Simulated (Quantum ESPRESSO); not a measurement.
Si under changes of volume

One of the cells (20.165 Å³/atom); the others are scaled copies at fixed shape and fractional positions:

```
Si
1.0
     0.00000    2.72185    2.72185
     2.72185    0.00000    2.72185
     2.72185    2.72185    0.00000
Si
2
Cartesian
  2.7219 2.7219 2.7219
  4.0828 4.0828 4.0828
```

| Property | Result |
| --- | --- |
| Program | Quantum ESPRESSO 7.5 |
| Functional | PBE |
| Potentials or basis | SSSP 1.3 efficiency PBE |
| Cutoff | 748 eV |
| Density cutoff | 5987 eV |
| k mesh | 8 × 8 × 8 |
| Occupations | fermi-dirac, width 0.05 eV |
| Spin | no spin polarisation |

```csv
volume (Å³/atom),energy over the lowest point (meV/atom),pressure (GPa),gap on the mesh (eV)
18.955,34.66,8.0,0.52
19.358,17.76,5.5,0.56
19.761,6.73,3.3,0.60
20.165,0.98,1.3,0.63
20.568,0.00,-0.5,0.66
20.971,3.30,-2.1,0.69
21.375,?,?,?
```

**Question.** What does the run at 21.375 Å³/atom give?

**Answer.** Energy over the lowest point 10.47 meV/atom; pressure -3.6 GPa; gap on the mesh 0.72 eV.

Worked out: A Birch-Murnaghan fit of order 3 (a polynomial in V^(-2/3)) to the other rows has its minimum at 20.45 Å³/atom with B0 = V·E''(V) = 89 GPa and B' = 4.3. It gives 10.48 meV/atom at 21.375 Å³/atom, against the run's 10.47, and -dE/dV = -3.6 GPa, against -3.6. A straight line through the other rows of the gap, of slope 1.67 eV per unit of ln V, extrapolates to 0.73 eV, against the run's 0.72.

Energies are extrapolated to zero smearing.

A mesh can miss the band edges.
